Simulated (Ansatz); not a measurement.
Crystal: HfN.

```
Hf N
1.0
     0.00000    2.25600    2.25600
     2.25600    0.00000    2.25600
     2.25600    2.25600    0.00000
Hf N
1 1
Direct
  0.00000 0.00000 0.00000
  0.50000 0.50000 0.50000
```

Base run:

* Program: Ansatz 0.2.0
* Functional: revPBE
* Potentials or basis: all-electron LAPW, scalar-relativistic
* Cutoff: 344 eV (chosen from the basis error)
* Basis error allowed: 0.001 eV/atom
* k mesh: 10 × 10 × 10
* Occupations: fermi-dirac, width 0.05 eV
* Spin: no spin polarisation

Its results: pressure 10.0 GPa.

Q: After a change of settings the same cell gave: pressure 11.3 GPa. Which change was it?
A. functional from revPBE to RPBE
B. functional from revPBE to LDA
C. functional from revPBE to BLYP
D. functional from revPBE to PBE

A: A.
